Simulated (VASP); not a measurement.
# C in VASP: settings compared, part 2 of 3

VASP 6.6.1. Earlier steps stand in the parts before.

## Step 3: Relaxation of cell and atoms, LDA

This run uses another cell than the first one, of 28.37 Å³/atom, 0.983 times its volume.

Contents of INCAR:

```
SYSTEM = C
ALGO     = Normal         ! electronic algorithm
EDIFF    = 1E-7           ! SCF threshold, eV
EDIFFG   = -0.005         ! ionic threshold
ENCUT    = 600            ! plane-wave cutoff, eV
IBRION   = 2              ! ionic algorithm
ISIF     = 3              ! what is computed and relaxed
ISMEAR   = 0              ! smearing method
KPAR     = 4            
LASPH    = .True.         ! aspherical terms in the spheres
LATTICE_CONSTRAINTS= .TRUE. .TRUE. .FALSE.
LCHARG   = .False.        ! write CHGCAR
LREAL    = .False.        ! projectors in reciprocal space
LWAVE    = .False.        ! write WAVECAR
NELM     = 80             ! most SCF steps
NSW      = 90             ! ionic steps
PREC     = Accurate       ! precision mode
SIGMA    = 0.03           ! smearing width, eV
```

Contents of KPOINTS:

```
k-points
0
Gamma
  15 15 1
  0 0 0
```

Contents of POSCAR:

```
C                                       
1.0
    2.4461895597      0.0000000000      0.0000000000
   -1.2230947799      2.1184623015      0.0000000000
    0.0000000000      0.0000000000     21.9015365000
  C             
     4
Direct
     0.0000000000000000    0.0000000000000000    0.4244550817794611
     0.6666666699999979    0.3333333400000029    0.4244161988772245
     0.0000000000000000    0.0000000000000000    0.5755449182205390
     0.3333333300000021    0.6666666599999971    0.5755838011227755
```

Potentials or basis: VASP PAW LDA potentials, release 64 (C).

Run with:

```bash
$ cat potpaw_LDA.64/C/POTCAR > POTCAR
$ mpirun -np 4 vasp_std > vasp.out
```

OUTCAR:

```text
SYSTEM = C
   EDIFF = 1E-7
   EDIFFG = -0.005
   ENCUT = 600
   IBRION = 2
   ISIF = 3
   ISMEAR = 0
   LASPH = .True.
   LREAL = .False.
   NELM = 80
   NSW = 90
   PREC = Accurate

 ion  position               nearest neighbor table
   1  0.000  0.000  0.424-   2 1.41   2 1.41   2 1.41
   2  0.667  0.333  0.424-   1 1.41   1 1.41   1 1.41
   3  0.000  0.000  0.576-   4 1.41   4 1.41   4 1.41
   4  0.333  0.667  0.576-   3 1.41   3 1.41   3 1.41

  LATTYP: Found a hexagonal cell.
 ALAT       =     2.4461895597
 C/A-ratio  =     8.9533276001

  Lattice vectors:

 A1 = (   2.4461895597,   0.0000000000,   0.0000000000)
 A2 = (  -1.2230947799,   2.1184623015,   0.0000000000)
 A3 = (   0.0000000000,   0.0000000000,  21.9015365000)

Analysis of symmetry for initial positions (statically):
=====================================================================
 Subroutine PRICEL returns:
 Original cell was already a primitive cell.

 Routine SETGRP: Setting up the symmetry group for a
 hexagonal supercell.

 Subroutine GETGRP returns: Found 12 space group operations
 (whereof 12 operations were pure point group operations)
 out of a pool of 24 trial point group operations.

The static configuration has the point symmetry D_3d.

Analysis of symmetry for dynamics (positions and initial velocities):
=====================================================================
 Subroutine PRICEL returns:
 Original cell was already a primitive cell.

 Routine SETGRP: Setting up the symmetry group for a
 hexagonal supercell.

 Subroutine GETGRP returns: Found 12 space group operations
 (whereof 12 operations were pure point group operations)
 out of a pool of 24 trial point group operations.

The dynamic configuration has the point symmetry D_3d.

 Subroutine INISYM returns: Found 12 space group operations
 (whereof 12 operations are pure point group operations),
 and found     1 'primitive' translations
[... 125 lines left out ...]
   LHFCALC =     F    Hartree Fock is set to
   AEXX    =    0.0000 exact exchange contribution
   IVDW    =     0    specifies the selected vdW correction
   LEPSILON=     F    determine dielectric tensor
   LRPA    =     F    only Hartree local field effects (RPA)
 conjugate gradient relaxation of ions
 non-spin polarized calculation
 Gauss-broadening in eV      SIGMA  =   0.03
  energy-cutoff  :      600.00
  volume of cell :      113.50
 maximum number of plane-waves:      3849
 NGX is ok and might be reduce to    20
   NGX =  9   NGY =  9   NGZ = 87

 number of electron      16.0000001 magnetization

 Free energy of the ion-electron system (eV)
  ---------------------------------------------------
  ext. energy  EPLUGINS =         0.00000000
  ---------------------------------------------------
  free energy    TOTEN  =       -40.41129206 eV

  energy without entropy =      -40.41099116  energy(sigma->0) =      -40.41114161

 E-fermi :  -1.6909     XC(G=0):  -3.6698

 val. band max:       -1.6908879735   @ k =   0.3333   0.3333   0.0000
 cond. band min:      -1.6908879486   @ k =   0.3333   0.3333   0.0000
 fundamental gap:      0.0000000249
 Fermi energy:        -1.6908879611

 k-point     1 :       0.0000    0.0000    0.0000
  band No.  band energies     occupation
      1     -21.2470      2.00000
      2     -21.0707      2.00000
      3     -10.0085      2.00000
      4      -8.9265      2.00000
      5      -4.6971      2.00000
      6      -4.6971      2.00000
      7      -4.6867      2.00000
      8      -4.6867      2.00000
      9       1.7785      0.00000
     10       2.3003      0.00000
     11       3.0077      0.00000
     12       3.8839      0.00000
[... 331 lines left out ...]
 k-point    24 :       0.4000    0.2000    0.0000
  band No.  band energies     occupation
      1     -15.2136      2.00000
      2     -15.1520      2.00000
      3     -14.3878      2.00000
      4     -14.3465      2.00000
      5     -10.6045      2.00000
      6     -10.5437      2.00000
      7      -3.4294      2.00000
      8      -3.0440      2.00000
      9      -0.4113      0.00000
     10      -0.3049      0.00000
     11       9.0599      0.00000
     12       9.3544      0.00000

 [... further k-points ...]
[... 5 lines left out ...]
  --------------------------------------------------------------------------------------
  -------------------------------------------------------------------------------------
  Total       -0.0073291     -0.0073291     -0.0884433      0.0000000      0.0000000      0.0000000
  in kB       -0.1034604     -0.1034604     -1.2485042      0.0000000      0.0000000      0.0000000
  external PRESSURE =      -0.4851417 kB  Pullay stress =       0.0000000 kB

 VOLUME and BASIS-vectors are now :
 -----------------------------------------------------------------------------
  energy-cutoff  :      600.00
  volume of cell :      113.50
      direct lattice vectors                 reciprocal lattice vectors
     2.446189560  0.000000000  0.000000000     0.408799063  0.236020249  0.000000000
    -1.223094780  2.118462302  0.000000000     0.000000000  0.472040498  0.000000000
     0.000000000  0.000000000 21.901536500     0.000000000  0.000000000  0.045658897

 POSITION                                       TOTAL-FORCE (eV/Angst)
 -----------------------------------------------------------------------------------
      0.00000      0.00000      9.29622        -0.000000     -0.000000     -0.002010
      1.22309      0.70615      9.29537        -0.000000     -0.000000      0.002423
      0.00000      0.00000     12.60532         0.000000      0.000000      0.002010
     -0.00000      1.41231     12.60617         0.000000      0.000000     -0.002423
 -----------------------------------------------------------------------------------
    total drift:                                0.000000      0.000000      0.000000

  FREE ENERGIE OF THE ION-ELECTRON SYSTEM (eV)
  ---------------------------------------------------
  free  energy   TOTEN  =       -40.4112920636 eV

  energy  without entropy=      -40.4109911624  energy(sigma->0) =      -40.41114161

 reached required accuracy - stopping structural energy minimisation
```

CONTCAR:

```text
C
   1.00000000000000
     2.4461895597000001    0.0000000000000000    0.0000000000000000
    -1.2230947799000000    2.1184623015000001    0.0000000000000000
     0.0000000000000000    0.0000000000000000   21.9015364999999989
  C
     4
Direct
     0.0000000000000000    0.0000000000000000    0.4244550817794632
     0.6666666699999979    0.3333333400000029    0.4244161988772248
     0.0000000000000000    0.0000000000000000    0.5755449182205368
     0.3333333300000021    0.6666666599999971    0.5755838011227752

  0.00000000E+00  0.00000000E+00  0.00000000E+00
  0.00000000E+00  0.00000000E+00  0.00000000E+00
  0.00000000E+00  0.00000000E+00  0.00000000E+00
  0.00000000E+00  0.00000000E+00  0.00000000E+00
```

Run time: 22 s. Hardware: 4 MPI ranks of Intel Xeon Platinum 8488C (Sapphire Rapids), shared host; peak memory 0.19 GiB.

What came out:

- Free energy: -40.4113 eV
- Band gap on the k mesh: none (metal or under the smearing width)

Forces on the atoms (eV/Å):
```
C    0.000  0.000 -0.002
C    0.000  0.000  0.002
C    0.000  0.000  0.002
C    0.000  0.000 -0.002
```

Final structure:
```yaml
crystal:
  lattice:
    - [2.44619, 0.00000, 0.00000]
    - [-1.22309, 2.11846, 0.00000]
    - [0.00000, 0.00000, 21.90154]
  atoms:
    - { symbol: C, position: [0.00000, 0.00000, 0.42446] }
    - { symbol: C, position: [0.66667, 0.33333, 0.42442] }
    - { symbol: C, position: [0.00000, 0.00000, 0.57554] }
    - { symbol: C, position: [0.33333, 0.66667, 0.57558] }
```

Levels at points of the mesh, in eV from the Fermi level:
| k point | band 4 | band 5 | band 6 | band 7 | band 8 | band 9 | band 10 | band 11 | band 12 |
| --- | --- | --- | --- | --- | --- | --- | --- | --- | --- |
| (0.00, 0.00, 0.00) | -7.24 | -3.01 | -3.01 | -3.00 | -3.00 | 3.47 | 3.99 | 4.70 | 5.57 |

Caveat: the relaxation stopped at its first step, so nothing moved.

[end of part 2 of 3]
